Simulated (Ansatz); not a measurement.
# Tl: a listed cell, distorted in several ways

Aim: see how energy, forces, stress and gap of Tl answer to further strains and shifts, swapped elements, distortions that keep the symmetry. Nothing is relaxed unless a step says so.

Method: DFT PBEsol, scalar-relativistic, plane waves, PAW, in Ansatz 0.2.0.

1 further run of the same task is left out (set aside as unsound or not needed).

### Step 1. Starting point

Symmetry: Im-3m, No. 229, cubic system. The conventional cell has a = 3.882 Å, b = 3.882 Å, c = 3.882 Å, α = 90.00°, β = 90.00°, γ = 90.00°. Tl (site symmetry m-3m) has 8 Tl at 3.36 Å as nearest neighbours.

Coordinates:

```
CELL_PARAMETERS angstrom
-1.94100 1.94100 1.94100
1.94100 -1.94100 1.94100
1.94100 1.94100 -1.94100
ATOMIC_POSITIONS crystal
Tl 0.00000 0.00000 0.00000
```

The structure comes from the Crystallography Open Database.

### Step 2. A distortion that keeps the symmetry

Against the listed cell: strain xx, yy, zz, yz, xz, xy = +3.8, +3.8, +3.8, +0.0, +0.0, +0.0 %.

File input.yaml:

```yaml
crystal:
  lattice:
    - [-2.01469977, 2.01469977, 2.01469977]
    - [2.01469977, -2.01469977, 2.01469977]
    - [2.01469977, 2.01469977, -2.01469977]
  atoms:
    - { symbol: Tl, position: [0.0, 0.0, 0.0] }
basis:
  ecutwfc: 420
kpoints:
  mp_grid: { grid: [16, 16, 16] }
hamiltonian:
  xc: pbesol
scf:
  occupations: { method: gaussian, width: 0.1 }
output:
  forces: true
  stress: true
  eigenvalues: true
```

Started as:

```
$ ansatz run input.yaml --threads 1 --pin off --max-ram 1331MiB --backend cpu --events-out ev --progress --plain --runs-dir out
```

The log of the run, cut to the lines that bear on the results:

```text
Warning: RAYON_NUM_THREADS=1 ignored (pool sized by the plan → 1); use --threads N
[...]
Pseudopotentials: kind: paw
Pseudopotential: Tl, paw, valence charge 13, recommended cutoff 420 eV (normal), Tl.paw.azcp
Functional definition: PBEsol
[...]
Crystal: 1 atoms, lattice volume = 32.711 Å³
Basis set: ecut = 420 eV, 627 PW (Γ), exchange–correlation on 48×48×48 points (8 copies of the dense FFT grid, shifted against one another)
Bands: 11, of which v1, the nominal top of the filled ones, is band 7 counted from 1 (6 counted from 0)
Symmetry: 48 space group operations
Space group: Im-3m (ITA 229), of the structure as read, at distance tolerance 3.2e-5 Å
k-points: 145 of 4096
[...]
SCF iter   1: F=—  HF=-11295.623585 eV  |F-HF|=—  |Δ(HF+E_count)|=         —  Δρ=2.33e-3  dr2=1.82e-3  ethr=1.77e-3  ⟨swp⟩=5.4  Hψ=9918  notcnv=0
[...]
SCF iter   6: F=-11295.622188 eV  HF=-11295.622188 eV  |F-HF|=2.07e-9  |Δ(HF+E_count)|=  2.95e-10  Δρ=8.60e-6  dr2=1.25e-8  ethr=7.69e-10  ⟨swp⟩=6.0  Hψ=7513  notcnv=0
[...]
SCF converged after 6 iterations
Free energy (F): -11295.622188 eV
[...]
E sigma→0 (E₀):  -11295.620432 eV
Entropy (-TS):   -0.003513 eV (-3.513 meV/atom)
Fermi energy:    8.396125 eV
[...]
--- Forces (eV/Å), atoms counted from 1 ---
  atom   1  Tl    -0.00000000     0.00000000     0.00000000
[...]
--- Stress (GPa, compression-positive) ---
       -3.408079       0.000000      -0.000000
        0.000000      -3.408079      -0.000000
        0.000000      -0.000000      -3.408079
  P = ⅓ Tr σ = -3.4081 GPa (-34.081 kbar)
--- Band table (eV; the first three rows and the last of 145) ---
  k-point 0: bands = ["-3.0251", "-3.0251", "-3.0251", "-2.7108", "-2.7108", "-0.7734", "17.9156", "17.9156", "17.9156", "20.3812", "20.3812"]
[...]
```

Run time: 9.5 s. Hardware: 1 thread of an x86-64 CPU, shared host; peak memory 0.34 GiB.

### Step 3. Changing settings: ecutrho_ratio 12, chi_scale 0.3, accuracy high, ecutwfc left out

Changes to input.yaml since step 2:

```diff
@@ -8,3 +8,3 @@
 basis:
-  ecutwfc: 420
+  ecutrho_ratio: 12
 kpoints:
@@ -15,5 +15,7 @@
   occupations: { method: gaussian, width: 0.1 }
+  initial_density: { chi_scale: 0.3 }
 output:
   forces: true
+  eigenvalues: true
   stress: true
-  eigenvalues: true
+accuracy: high
```

Started as:

```
$ ansatz run input.yaml --threads 1 --pin off --max-ram 1331MiB --backend cpu --events-out ev --progress --plain --runs-dir out
```

The log of the run, cut to the lines that bear on the results:

```text
Warning: RAYON_NUM_THREADS=1 ignored (pool sized by the plan → 1); use --threads N
[...]
[... 3 set-up lines as earlier in the session ...]
[...]
Crystal: 1 atoms, lattice volume = 32.711 Å³
Basis set: ecut = 420 eV, 627 PW (Γ), exchange–correlation on 96×96×96 points (8 copies of the dense FFT grid, shifted against one another)
Bands: 11, of which v1, the nominal top of the filled ones, is band 7 counted from 1 (6 counted from 0)
[... 2 set-up lines as earlier in the session ...]
k-points: 145 of 4096
[...]
SCF iter   1: F=—  HF=-11295.652465 eV  |F-HF|=—  |Δ(HF+E_count)|=         —  Δρ=1.16e-2  dr2=7.00e-2  ethr=3.10e-3  ⟨swp⟩=5.4  Hψ=9807  notcnv=0
[...]
SCF iter   9: F=-11295.622188 eV  HF=-11295.622188 eV  |F-HF|=1.82e-12  |Δ(HF+E_count)|=  2.18e-11  Δρ=4.03e-8  dr2=2.94e-13  ethr=1.00e-12  ⟨swp⟩=5.0  Hψ=5872  notcnv=0
[...]
SCF converged after 9 iterations
Free energy (F): -11295.622188 eV
[...]
E sigma→0 (E₀):  -11295.620432 eV
Entropy (-TS):   -0.003513 eV (-3.513 meV/atom)
Fermi energy:    8.396170 eV
[...]
--- Forces (eV/Å), atoms counted from 1 ---
  atom   1  Tl    -0.00000000     0.00000000    -0.00000000
[...]
--- Stress (GPa, compression-positive) ---
       -3.408084      -0.000000       0.000000
       -0.000000      -3.408084      -0.000000
       -0.000000      -0.000000      -3.408084
  P = ⅓ Tr σ = -3.4081 GPa (-34.081 kbar)
--- Band table (eV; the first three rows and the last of 145) ---
  k-point 0: bands = ["-3.0250", "-3.0250", "-3.0250", "-2.7107", "-2.7107", "-0.7734", "17.9156", "17.9156", "17.9156", "20.3813", "20.3813"]
[...]
```

Run time: 11 s. Hardware: 1 thread of an x86-64 CPU, shared host; peak memory 0.42 GiB.

| run | ending | energy change | pressure (GPa) | gap (eV) | force (eV/Å) | cycles | time |
| --- | --- | --- | --- | --- | --- | --- | --- |
| step 2 | converged | 0 | -3.4 | 0.00 | 0.00 | 6 | 9.5 s |
| variant | converged | 0.0 meV/atom | -3.4 | 0.00 | 0.00 | 9 | 11 s |

Changing the numerical grids, start and accuracy level hardly moves the energy: 0.0 meV/atom.

### Step 4. A distortion of lower symmetry

The change: strain xx, yy, zz, yz, xz, xy = +3.4, +3.4, +3.4, +6.0, +6.0, +6.0 %.

File input.yaml:

```yaml
crystal:
  lattice:
    - [-1.77450102, 2.00742102, 2.00742102]
    - [2.00742102, -1.77450102, 2.00742102]
    - [2.00742102, 2.00742102, -1.77450102]
  atoms:
    - { symbol: Tl, position: [0.0, 0.0, 0.0] }
basis:
  ecutwfc: 420
kpoints:
  mp_grid: { grid: [12, 12, 12] }
hamiltonian:
  xc: pbesol
scf:
  occupations: { method: gaussian, width: 0.1 }
output:
  forces: true
  stress: true
  eigenvalues: true
```

Started as:

```
$ ansatz run input.yaml --threads 1 --pin off --max-ram 1331MiB --backend cpu --events-out ev --progress --plain --runs-dir out
```

The log of the run, cut to the lines that bear on the results:

```text
Warning: RAYON_NUM_THREADS=1 ignored (pool sized by the plan → 1); use --threads N
[...]
[... 3 set-up lines as earlier in the session ...]
[...]
Crystal: 1 atoms, lattice volume = 32.043 Å³
Basis set: ecut = 420 eV, 623 PW (Γ), exchange–correlation on 48×48×48 points (8 copies of the dense FFT grid, shifted against one another)
Bands: 11, of which v1, the nominal top of the filled ones, is band 7 counted from 1 (6 counted from 0)
Symmetry: 12 space group operations
Space group: R-3m (ITA 166), of the structure as read, at distance tolerance 3.2e-5 Å
k-points: 189 of 1728
[...]
SCF iter   1: F=—  HF=-11295.623228 eV  |F-HF|=—  |Δ(HF+E_count)|=         —  Δρ=2.47e-3  dr2=2.14e-3  ethr=1.77e-3  ⟨swp⟩=5.4  Hψ=13332  notcnv=0
[...]
SCF iter   6: F=-11295.621627 eV  HF=-11295.621627 eV  |F-HF|=2.55e-11  |Δ(HF+E_count)|=   2.99e-9  Δρ=6.73e-7  dr2=6.50e-11  ethr=6.31e-10  ⟨swp⟩=3.5  Hψ=8227  notcnv=0
[...]
SCF converged after 6 iterations
Free energy (F): -11295.621627 eV
[...]
E sigma→0 (E₀):  -11295.620467 eV
Entropy (-TS):   -0.002320 eV (-2.320 meV/atom)
Fermi energy:    8.752901 eV
[...]
--- Forces (eV/Å), atoms counted from 1 ---
  atom   1  Tl     0.00000000    -0.00000000     0.00000000
[...]
--- Stress (GPa, compression-positive) ---
       -2.692416      -0.265778      -0.265778
       -0.265778      -2.692416      -0.265778
       -0.265778      -0.265778      -2.692416
  P = ⅓ Tr σ = -2.6924 GPa (-26.924 kbar)
--- Band table (eV; the first three rows and the last of 189) ---
  k-point 0: bands = ["-2.9623", "-2.9623", "-2.6173", "-2.4360", "-2.4360", "-0.6740", "16.7306", "17.8258", "17.8258", "20.7780", "21.9627"]
[...]
```

Wall time 8.2 s (1 thread of an x86-64 CPU, shared host); peak memory 0.36 GiB.

### Step 5. Changing settings: mp_grid.grid [10, 10, 10], xc rpbe, accuracy low, ecutwfc left out

File input.yaml:

```yaml
crystal:
  lattice:
    - [-1.77450102, 2.00742102, 2.00742102]
    - [2.00742102, -1.77450102, 2.00742102]
    - [2.00742102, 2.00742102, -1.77450102]
  atoms:
    - { symbol: Tl, position: [0.0, 0.0, 0.0] }
kpoints:
  mp_grid: { grid: [10, 10, 10] }
hamiltonian:
  xc: rpbe
scf:
  occupations: { method: gaussian, width: 0.1 }
output:
  forces: true
  eigenvalues: true
  stress: true
accuracy: low
```

Started as:

```
$ ansatz run input.yaml --threads 1 --pin off --max-ram 1331MiB --backend cpu --events-out ev --progress --plain --runs-dir out
```

The log of the run, cut to the lines that bear on the results:

```text
Warning: RAYON_NUM_THREADS=1 ignored (pool sized by the plan → 1); use --threads N
[...]
[... 2 set-up lines as earlier in the session ...]
Functional definition: RPBE
[...]
Crystal: 1 atoms, lattice volume = 32.043 Å³
Basis set: ecut = 420 eV, 623 PW (Γ), exchange–correlation on 48×48×48 points (8 copies of the dense FFT grid, shifted against one another)
Bands: 11, of which v1, the nominal top of the filled ones, is band 7 counted from 1 (6 counted from 0)
[... 2 set-up lines as earlier in the session ...]
k-points: 116 of 1000
[...]
SCF iter   1: F=—  HF=-11459.077951 eV  |F-HF|=—  |Δ(HF+E_count)|=         —  Δρ=1.70e-3  dr2=1.07e-3  ethr=1.77e-3  ⟨swp⟩=5.5  Hψ=8141  notcnv=0
[...]
SCF iter   6: F=-11459.076955 eV  HF=-11459.076955 eV  |F-HF|=3.64e-12  |Δ(HF+E_count)|=   8.09e-9  Δρ=3.61e-7  dr2=2.95e-11  ethr=1.76e-11  ⟨swp⟩=3.2  Hψ=4635  notcnv=0
[...]
SCF converged after 6 iterations
Free energy (F): -11459.076955 eV
[...]
E sigma→0 (E₀):  -11459.076075 eV
Entropy (-TS):   -0.001761 eV (-1.761 meV/atom)
Fermi energy:    9.084990 eV
[...]
--- Forces (eV/Å), atoms counted from 1 ---
  atom   1  Tl     0.00000000    -0.00000000    -0.00000000
[...]
--- Stress (GPa, compression-positive) ---
        1.653782      -0.731156      -0.731156
       -0.731156       1.653782      -0.731156
       -0.731156      -0.731156       1.653782
  P = ⅓ Tr σ = 1.6538 GPa (16.538 kbar)
--- Band table (eV; the first three rows and the last of 116) ---
  k-point 0: bands = ["-2.7529", "-2.7529", "-2.4133", "-2.2373", "-2.2373", "-0.3108", "17.0904", "18.1872", "18.1872", "21.1452", "22.3249"]
[...]
```

Wall time 6 s (1 thread of an x86-64 CPU, shared host); peak memory 0.32 GiB.

| run | ending | energy change | pressure (GPa) | gap (eV) | force (eV/Å) | cycles | time |
| --- | --- | --- | --- | --- | --- | --- | --- |
| step 4 | converged | - | -2.7 | 0.00 | 0.00 | 6 | 8.2 s |
| variant | converged | not comparable | 1.7 | 0.00 | 0.00 | 6 | 6 s |

A change of functional puts the total energy on another scale; the pressure goes from -2.7 to 1.7 GPa. The k-point mesh and accuracy level changed too.

### Step 6. One element swapped, cell strained: Tl → Ga, first probe

Against the listed cell: Ga takes all sites of Tl, and lengths are scaled by 0.905 as a first guess of the size; strain xx, yy, zz, yz, xz, xy = +4.1, +4.1, +4.1, +0.0, +0.0, +0.0 %.

File input.yaml:

```yaml
crystal:
  lattice:
    - [-1.8275222327, 1.8275222327, 1.8275222327]
    - [1.8275222327, -1.8275222327, 1.8275222327]
    - [1.8275222327, 1.8275222327, -1.8275222327]
  atoms:
    - { symbol: Ga, position: [0.0, 0.0, 0.0] }
basis:
  ecutwfc: 420
kpoints:
  mp_grid: { grid: [8, 8, 8] }
hamiltonian:
  xc: pbesol
scf:
  occupations: { method: gaussian, width: 0.1 }
output:
  forces: true
  stress: true
  eigenvalues: true
```

Started as:

```
$ ansatz run input.yaml --threads 1 --pin off --max-ram 1331MiB --backend cpu --events-out ev --progress --plain --runs-dir out
```

The log of the run, cut to the lines that bear on the results:

```text
[...]
SCF converged after 6 iterations
Free energy (F): -3742.904762 eV
[...]
E sigma→0 (E₀):  -3742.900888 eV
Entropy (-TS):   -0.007748 eV (-7.748 meV/atom)
Fermi energy:    6.623070 eV
[...]
--- Forces (eV/Å), atoms counted from 1 ---
  atom   1  Ga     0.00000000     0.00000000     0.00000000
[...]
--- Stress (GPa, compression-positive) ---
       -8.142884       0.000000      -0.000000
        0.000000      -8.142884       0.000000
       -0.000000      -0.000000      -8.142884
  P = ⅓ Tr σ = -8.1429 GPa (-81.429 kbar)
--- Band table (eV; the first three rows and the last of 29) ---
  k-point 0: bands = ["-8.2192", "-8.2192", "-8.2192", "-8.1199", "-8.1199", "-2.7730", "16.2942", "16.2942", "16.2942", "21.2182", "21.2182"]
[...]
```

It took 2.6 s on 1 thread of an x86-64 CPU, shared host; peak memory 0.28 GiB.

### Step 7. Substitution of an element, cell strained: Tl → Ga

Changes to input.yaml since step 6:

```diff
@@ -10,3 +10,3 @@
 kpoints:
-  mp_grid: { grid: [8, 8, 8] }
+  mp_grid: { grid: [16, 16, 16] }
 hamiltonian:
@@ -19 +19,2 @@
   eigenvalues: true
+  populations: true
```

Started as:

```
$ ansatz run input.yaml --threads 1 --pin off --max-ram 1331MiB --backend cpu --events-out ev --progress --plain --runs-dir out
```

The log of the run, cut to the lines that bear on the results:

```text
Warning: RAYON_NUM_THREADS=1 ignored (pool sized by the plan → 1); use --threads N
[...]
[... 1 set-up line as earlier in the session ...]
Pseudopotential: Ga, paw, valence charge 13, recommended cutoff 420 eV (normal), Ga.paw.azcp
[... 1 set-up line as earlier in the session ...]
[...]
Crystal: 1 atoms, lattice volume = 24.415 Å³
Basis set: ecut = 420 eV, 459 PW (Γ), exchange–correlation on 48×48×48 points (8 copies of the dense FFT grid, shifted against one another)
Bands: 11, of which v1, the nominal top of the filled ones, is band 7 counted from 1 (6 counted from 0)
[... 1 set-up line as earlier in the session ...]
Space group: Im-3m (ITA 229), of the structure as read, at distance tolerance 2.9e-5 Å
k-points: 145 of 4096
[...]
SCF iter   1: F=—  HF=-3742.931453 eV  |F-HF|=—  |Δ(HF+E_count)|=         —  Δρ=1.14e-3  dr2=3.93e-4  ethr=1.77e-3  ⟨swp⟩=5.2  Hψ=9061  notcnv=0
[...]
SCF iter   6: F=-3742.930908 eV  HF=-3742.930908 eV  |F-HF|=2.09e-11  |Δ(HF+E_count)|=  5.93e-10  Δρ=4.20e-6  dr2=1.89e-9  ethr=2.46e-10  ⟨swp⟩=2.9  Hψ=5907  notcnv=0
[...]
SCF converged after 6 iterations
Free energy (F): -3742.930908 eV
[...]
E sigma→0 (E₀):  -3742.929879 eV
Entropy (-TS):   -0.002058 eV (-2.058 meV/atom)
Fermi energy:    6.540678 eV
[...]
--- Forces (eV/Å), atoms counted from 1 ---
  atom   1  Ga     0.00000000    -0.00000000     0.00000000
[...]
--- Stress (GPa, compression-positive) ---
       -8.531051       0.000000       0.000000
       -0.000000      -8.531051      -0.000000
       -0.000000       0.000000      -8.531051
  P = ⅓ Tr σ = -8.5311 GPa (-85.311 kbar)
--- Band table (eV; the first three rows and the last of 145) ---
  k-point 0: bands = ["-8.2285", "-8.2285", "-8.2285", "-8.1293", "-8.1293", "-2.7751", "16.2912", "16.2912", "16.2912", "21.2164", "21.2164"]
[...]
--- Löwdin populations: 1 site ---
  site symbol       q [e]
     0     Ga     12.9832
  spilling = 0.001289 (of n_electrons = 13.000000)
```

Wall time 8.6 s (1 thread of an x86-64 CPU, shared host); peak memory 0.34 GiB.

By site:

```csv
atom,Löwdin electrons
Ga1,12.98
```

### Step 8. Changing settings: symmetry.detect false, mp_grid.grid [8, 8, 8]

Changes to input.yaml since step 7:

```diff
@@ -7,2 +7,3 @@
     - { symbol: Ga, position: [0.0, 0.0, 0.0] }
+  symmetry: { detect: false }
 basis:
@@ -10,3 +11,3 @@
 kpoints:
-  mp_grid: { grid: [16, 16, 16] }
+  mp_grid: { grid: [8, 8, 8] }
 hamiltonian:
@@ -17,4 +18,3 @@
   forces: true
+  eigenvalues: true
   stress: true
-  eigenvalues: true
-  populations: true
```

Started as:

```
$ ansatz run input.yaml --threads 1 --pin off --max-ram 1331MiB --backend cpu --events-out ev --progress --plain --runs-dir out
```

The log of the run, cut to the lines that bear on the results:

```text
Warning: RAYON_NUM_THREADS=1 ignored (pool sized by the plan → 1); use --threads N
[...]
[... 3 set-up lines as earlier in the session ...]
[...]
Crystal: 1 atoms, lattice volume = 24.415 Å³
Basis set: ecut = 420 eV, 459 PW (Γ), exchange–correlation on 48×48×48 points (8 copies of the dense FFT grid, shifted against one another)
Bands: 11, of which v1, the nominal top of the filled ones, is band 7 counted from 1 (6 counted from 0)
Symmetry: 1 space group operations
k-points: 260 of 512 (time reversal used)
[...]
SCF iter   1: F=—  HF=-3742.905240 eV  |F-HF|=—  |Δ(HF+E_count)|=         —  Δρ=1.02e-3  dr2=2.75e-4  ethr=1.77e-3  ⟨swp⟩=5.2  Hψ=16262  notcnv=0
[...]
SCF iter   6: F=-3742.904762 eV  HF=-3742.904762 eV  |F-HF|=7.01e-9  |Δ(HF+E_count)|=   6.11e-8  Δρ=8.42e-6  dr2=7.88e-9  ethr=7.07e-10  ⟨swp⟩=5.4  Hψ=12902  notcnv=0
[...]
SCF converged after 6 iterations
Free energy (F): -3742.904762 eV
[...]
E sigma→0 (E₀):  -3742.900888 eV
Entropy (-TS):   -0.007748 eV (-7.748 meV/atom)
Fermi energy:    6.623074 eV
[...]
--- Forces (eV/Å), atoms counted from 1 ---
  atom   1  Ga    -0.00000000     0.00000000    -0.00000001
[...]
--- Stress (GPa, compression-positive) ---
       -8.142898       0.000000      -0.000000
        0.000000      -8.142898      -0.000000
       -0.000000      -0.000000      -8.142898
  P = ⅓ Tr σ = -8.1429 GPa (-81.429 kbar)
--- Band table (eV; the first three rows and the last of 260) ---
  k-point 0: bands = ["-8.2191", "-8.2191", "-8.2191", "-8.1199", "-8.1199", "-2.7730", "16.2942", "16.2942", "16.2942", "21.2182", "21.2182"]
[...]
```

Wall time 15 s (1 thread of an x86-64 CPU, shared host); peak memory 0.38 GiB.

| run | ending | energy change | pressure (GPa) | gap (eV) | force (eV/Å) | cycles | time |
| --- | --- | --- | --- | --- | --- | --- | --- |
| step 7 | converged | 0 | -8.5 | 0.00 | 0.00 | 6 | 8.6 s |
| variant | converged | +26.1 meV/atom | -8.1 | 0.00 | 0.00 | 6 | 15 s |

Changing the use of symmetry and k-point mesh moves the energy by +26.1 meV/atom, and the pressure goes from -8.5 to -8.1 GPa. Sampling errors of the energy have no fixed sign. Of the settings changed, the mesh is the one that moves energies this far. Cost: 15 s against 8.6 s. These settings are too coarse to quote as the system's properties.

### Step 9. A change within a subgroup

What differs from the listed cell: strain xx, yy, zz, yz, xz, xy = +0.0, +0.0, +0.0, +6.0, +6.0, -6.0 %.

File input.yaml:

```yaml
crystal:
  lattice:
    - [-1.94037888, 2.17329888, 1.94037888]
    - [2.17329888, -1.94037888, 1.94037888]
    - [1.70745888, 1.70745888, -1.70745888]
  atoms:
    - { symbol: Tl, position: [0.0, 0.0, 0.0] }
basis:
  ecutwfc: 420
kpoints:
  mp_grid: { grid: [15, 15, 15] }
hamiltonian:
  xc: pbesol
scf:
  occupations: { method: gaussian, width: 0.1 }
output:
  forces: true
  stress: true
  eigenvalues: true
```

Started as:

```
$ ansatz run input.yaml --threads 1 --pin off --max-ram 1331MiB --backend cpu --events-out ev --progress --plain --runs-dir out
```

The log of the run, cut to the lines that bear on the results:

```text
Warning: RAYON_NUM_THREADS=1 ignored (pool sized by the plan → 1); use --threads N
[...]
[... 3 set-up lines as earlier in the session ...]
[...]
Crystal: 1 atoms, lattice volume = 28.894 Å³
Basis set: ecut = 420 eV, 555 PW (Γ), exchange–correlation on 48×48×40 points (8 copies of the dense FFT grid, shifted against one another)
Bands: 11, of which v1, the nominal top of the filled ones, is band 7 counted from 1 (6 counted from 0)
[... 1 set-up line as earlier in the session ...]
Space group: R-3m (ITA 166), of the structure as read, at distance tolerance 3.1e-5 Å
k-points: 344 of 3375
[...]
SCF iter   1: F=—  HF=-11295.591657 eV  |F-HF|=—  |Δ(HF+E_count)|=         —  Δρ=2.61e-3  dr2=2.30e-3  ethr=1.77e-3  ⟨swp⟩=5.4  Hψ=24408  notcnv=0
[...]
SCF iter   6: F=-11295.589902 eV  HF=-11295.589902 eV  |F-HF|=3.82e-11  |Δ(HF+E_count)|=   1.29e-8  Δρ=5.74e-7  dr2=7.87e-11  ethr=5.29e-10  ⟨swp⟩=3.7  Hψ=15330  notcnv=0
the search or the solves at the SCF's close seem to have found levels that the self-consistency loop had missed (the run counts 1). By its estimate they hold under 1e-12 electrons; where the run keeps them, the occupations were computed again with them
[...]
SCF converged after 6 iterations
Free energy (F): -11295.589902 eV
[...]
E sigma→0 (E₀):  -11295.588344 eV
Entropy (-TS):   -0.003117 eV (-3.117 meV/atom)
Fermi energy:    10.123713 eV
[...]
--- Forces (eV/Å), atoms counted from 1 ---
  atom   1  Tl    -0.00000000    -0.00000000     0.00000000
[...]
--- Stress (GPa, compression-positive) ---
        1.237305       2.741820      -2.741820
        2.741820       1.237305      -2.741820
       -2.741820      -2.741820       1.237305
  P = ⅓ Tr σ = 1.2373 GPa (12.373 kbar)
--- Band table (eV; the first three rows and the last of 344) ---
  k-point 0: bands = ["-2.1678", "-1.4599", "-1.4599", "-1.0363", "-1.0363", "0.0801", "18.4122", "18.4122", "20.9212", "22.9007", "23.7786"]
[...]
```

Run time: 23 s. Hardware: 1 thread of an x86-64 CPU, shared host; peak memory 0.4 GiB.

### Step 10. Results

```
step                                                case  energy (meV/atom)  pressure (GPa)  largest force (eV/Å)  gap on the mesh (eV)
   2                a distortion that keeps the symmetry               +0.0            -3.4                  0.00                  0.00
   4                      a distortion of lower symmetry              -0.0*            -2.7                  0.00                  0.00
   7  substitution of an element, cell strained: Tl → Ga                n/a            -8.5                  0.00                  0.00
   9                          a change within a subgroup             +32.1*             1.2                  0.00                  0.00
```

Energies are counted from step 2, with the smearing taken to zero; a star marks another k mesh, which can shift energies by itself, so starred rows don't rank against the others. Other atoms or functionals have another zero of energy (n/a). A gap of 0.00 means none on the mesh at this level.

What this shows: The distorted cells of the listed formula and level show no gap on the mesh. Spin-orbit coupling is left out for Tl.
